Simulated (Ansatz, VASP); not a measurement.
# Two plane-wave programs on Te2Mo

The input INCAR:

```
PREC = Accurate
ENCUT = 520
EDIFF = 1E-7
ISMEAR = -1
SIGMA = 0.05
LREAL = F
LASPH = T
NELM = 60
ALGO = Normal
ISIF = 2
LWAVE = F
LCHARG = F
GGA = PE
NBANDS = 20
```

Contents of KPOINTS:

```
regular mesh
0
Gamma
  9 9 2
```

Contents of POSCAR:

```
Te2Mo
1.0
    3.5363379141      0.0000000000      0.0000000000
   -1.7681689570      3.0625584699      0.0000000000
    0.0000000000      0.0000000000     17.4064431499
Te Mo
2 1
Direct
    0.3333333333      0.6666666667      0.1021445500
    0.3333333333      0.6666666667      0.8978554500
    0.0000000000      0.0000000000      0.0000000000
```

The input input.yaml:

```yaml
crystal:
  lattice:
    - [3.5363379141, 0.0, 0.0]
    - [-1.768168957, 3.0625584699, 0.0]
    - [0.0, 0.0, 17.4064431499]
  atoms:
    - { symbol: Te, position: [0.3333333333, 0.6666666667, 0.10214455] }
    - { symbol: Te, position: [0.3333333333, 0.6666666667, 0.89785545] }
    - { symbol: Mo, position: [0.0, 0.0, 0.0] }
hamiltonian:
  xc: pbe
  pseudopotentials: { kind: paw }
kpoints:
  mp_grid: { grid: [9, 9, 2] }
scf:
  occupations: { method: fermi_dirac, width: 0.05 }
output:
  forces: true
  stress: true
  eigenvalues: true
```

Change from the starting cell: volume scaled by 0.98.

Alike in both runs: task single point; functional PBE; k mesh 9 × 9 × 2; occupations fermi-dirac, width 0.05 eV; no spin polarisation.

|  | VASP | Ansatz |
| --- | --- | --- |
| version | VASP 6.6.1 | Ansatz 0.2.0 |
| potentials or method | VASP PAW PBE potentials, release 64 (Te, Mo_sv) | Ansatz PAW |
| plane-wave cutoff (eV) | 520 | 420 |
| valence electrons in the cell | 26 | 46 |

VASP gave:

```
gap on the k mesh at the Fermi level (eV) : 1.08
least direct gap on the mesh (eV)         : 1.08
rms of the force components (eV/Å)        : 0.251
```

Problem. Which values does Ansatz return?

Solution. gap on the k mesh at the Fermi level (eV): 1.08; least direct gap on the mesh (eV): 1.08; rms of the force components (eV/Å): 0.244.

Atom by atom the forces differ by 0.007 eV/Å (rms over components). The two sets of potentials don't hold the same shells in valence.

Caveats: spin-orbit coupling is left out, which moves the levels of the heavy elements; odd divisions of the mesh miss points on the zone boundary, where band edges often lie, so the gap on the mesh can be too wide (Ansatz).
